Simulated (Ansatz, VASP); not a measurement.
# Two plane-wave programs on Pb3S

```
Pb S
1.0
     4.84384    0.00000    0.00000
     0.00000    4.84384    0.00000
     0.00000    0.00000    4.84384
Pb S
3 1
Direct
  0.50000 0.50000 0.00000
  0.00000 0.50000 0.50000
  0.50000 0.00000 0.50000
  0.00000 0.00000 0.00000
```

Change from the starting cell: species swapped into the SmPb3 type (Pm-3m, No. 221).

Alike in both runs: functional PBE; k mesh 10 × 10 × 10; occupations gaussian, width 0.1 eV; no spin polarisation.

Ansatz relaxed the structure, and its values are those at the end. VASP's run is a single point on that final structure, the one shown.

```csv
,VASP,Ansatz
version,VASP 6.6.1,Ansatz 0.2.0
potentials or method,"VASP PAW PBE potentials, release 64 (Pb_d, S)","scalar-relativistic, plane waves, PAW"
plane-wave cutoff (eV),520,420
valence electrons in the cell,48,48
```

Ansatz gave:

```
gap on the k mesh at the Fermi level (eV) : none
pressure (GPa)                            : 0.0
```

Problem. Estimate VASP's values.

Solution. gap on the k mesh at the Fermi level (eV): none; pressure (GPa): -0.1.

A gap of «none» marks a metal or a gap that the smearing closes.

Spin-orbit coupling is left out, which matters for the levels of Pb.
